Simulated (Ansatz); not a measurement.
Theory: Ansatz, DFT PBE, scalar-relativistic, plane waves, PAW. Settings: cutoff 420 eV, Γ-centred meshes spaced at most about 0.3 Å⁻¹, and about 0.25 Å⁻¹ or finer for metals (2π included), Gaussian smearing. No spin polarisation in the final relaxations.

These are static total energies at zero pressure.

Two forms of Te were relaxed alike.

A.

```
CELL_PARAMETERS angstrom
3.22381 0.00000 0.00000
0.00000 5.47103 0.00000
0.00000 0.00000 6.44462
ATOMIC_POSITIONS crystal
Te 0.00000 0.00000 0.25952
Te 0.00000 0.00000 0.74048
Te 0.00000 0.50000 0.00000
```

B.

```
CELL_PARAMETERS angstrom
6.99221 0.00000 0.00000
0.00000 6.99221 0.00000
0.00000 0.00000 6.53378
ATOMIC_POSITIONS crystal
Te 0.30576 0.09782 0.00000
Te 0.69424 0.90218 0.00000
Te 0.90218 0.30576 0.00000
Te 0.09782 0.69424 0.00000
Te 0.30576 0.90218 0.50000
Te 0.69424 0.09782 0.50000
Te 0.90218 0.69424 0.50000
Te 0.09782 0.30576 0.50000
Te 0.50000 0.50000 0.50000
Te 0.50000 0.50000 0.00000
```

Question: Which form is favoured at zero pressure, and by what margin per atom?

Answer: A is lower, by 21 meV/atom. A has space group Pmmm (No. 47), 37.9 Å³/atom and no gap on its mesh; B has space group P4/mcc (No. 124), 31.9 Å³/atom and no gap. Counting all near atoms (those within 1.25 times the shortest such distance or 1.15 times the sum of covalent radii; a plus sign parts nearer from farther groups; a slash parts the counts of unlike sites), A has Te 6 and B has Te 4+2/6. The lower one is the more open, so pressure narrows the difference. In A, Te on a site of symmetry mm2 is surrounded by 6 Te at 3.10–3.35 Å; around Te on a site of symmetry mmm lie 6 Te at 3.21–3.22 Å. In B, Te on a site of symmetry m is surrounded by 4 Te at 3.04–3.17 Å; Te on a site of symmetry 4/m has 6 Te at 3.12–3.27 Å. Both come from invented guesses. The part of the Crystallography Open Database at hand lists Te in space groups No. 12, 152, 154; no cell shown has one of them.

Spin–orbit coupling, which can matter for Te, is left out. Cells relaxed within their symmetry can be saddle points.
